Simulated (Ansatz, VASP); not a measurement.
## One calculation of Ta, two programs

```
CELL_PARAMETERS angstrom
2.84116 0.00000 0.00000
-1.42058 2.46052 0.00000
0.00000 0.00000 5.06081
ATOMIC_POSITIONS crystal
Ta 0.33333 0.66667 0.25000
Ta 0.66667 0.33333 0.75000
```

This isn't the form of Ta at room conditions, which is bcc.

Alike in both runs: task single point; functional PBE; k mesh 11 × 11 × 5; occupations fermi-dirac, width 0.05 eV; no spin polarisation.

|  | VASP | Ansatz |
| --- | --- | --- |
| version | VASP 6.6.1 | Ansatz 0.2.0 |
| potentials or method | VASP PAW PBE potentials, release 64 (Ta_pv) | Ansatz PAW soft_1 |
| plane-wave cutoff (eV) | 520 | 420 |
| valence electrons in the cell | 22 | 26 |

|  | VASP | Ansatz | Ansatz less VASP |
| --- | --- | --- | --- |
| gap on the k mesh at the Fermi level (eV) | none | none | - |
| pressure (GPa) | 12.2 | 12.0 | -0.19 |
| largest component of the traceless stress (GPa) | 0.26 | 0.22 | -0.041 |

A gap of «none» marks a metal or a gap that the smearing closes. The functional is the same, so the differences come from potentials, cutoffs and numerics. The two sets of potentials don't hold the same shells in valence.

The runs have no spin-orbit coupling, so splittings on Ta are missing.
